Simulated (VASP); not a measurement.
Runs of VASP 6.6.1 on MgB2. It takes space group P6/mmm (No. 191, hexagonal). The conventional cell has a = 3.085 Å, b = 3.085 Å, c = 3.523 Å, α = 90.00°, β = 90.00°, γ = 120.00°. Around Mg (site symmetry 6/mmm) lie 12 B at 2.51 Å. B (site symmetry -6m2) has 3 B at 1.78 Å as nearest neighbours. 

```csv
task,level,potentials or basis,cell,k mesh,cutoff (eV),smearing,k mesh for the DOS,occupations for the DOS,grid for exact exchange (PRECFOCK),exchange at q = 0,ladder,mesh quality,gap on the mesh (eV),pressure (GPa),relaxed volume (Å³/atom)
single point,PBE,"VASP PAW PBE potentials, release 64 (Mg_GW, B_GW)",as given,5 × 5 × 4,450,gaussian 0.02 eV,-,-,-,-,-,coarse,none,-1.7,-
single point,PBE,"VASP PAW PBE potentials, release 64 (Mg_GW, B_GW)",as given,4 × 4 × 3,500,gaussian 0.02 eV,-,-,-,-,-,coarse,none,-1.8,-
single point,HF+D4,"VASP PAW PBE potentials, release 64 (Mg, B)",as given,5 × 5 × 4,520,fermi-dirac 0.05 eV,-,-,Fast,truncated,-,coarse,none,-7.6,-
relaxation of cell and atoms,PBEsol,"VASP PAW PBE potentials, release 64 (Mg, B)",relaxed,8 × 8 × 8,600,fermi-dirac 0.05 eV,-,-,-,-,gaps,not flagged,none,0.0,(b)
optical spectrum,B3LYP+TS,"VASP PAW PBE potentials, release 64 (Mg, B)",as given,5 × 5 × 4,520,gaussian 0.1 eV,-,-,Normal,default,-,coarse,none,(a),-
relaxation of cell and atoms,r2SCAN,"VASP PAW PBE potentials, release 64 (Mg, B)",relaxed,8 × 8 × 8,600,fermi-dirac 0.05 eV,-,-,-,-,gaps,not flagged,none,0.0,9.50
electron localisation function,LDA,"VASP PAW LDA potentials, release 64 (Mg, B)",as given,10 × 10 × 8,520,gaussian 0.02 eV,-,-,-,-,-,not flagged,none,-8.0,-
```

Alike in all rows: no spin polarisation.

Q: Estimate the missing entries.

A: (a) -13.8; (b) 9.46.

Caveats: some runs use coarse meshes; the PAW data sets were made with another functional, which shifts forces and pressure a little (some runs); pairwise dispersion overbinds metals, which lowers pressure and volume (some runs); atom-pairwise D2, TS and ULG terms overbind metals (some runs).

A k mesh can miss the band edges.

A gap of «none» marks a metal or a gap under the smearing width.

Not every run made on this cell is shown here.
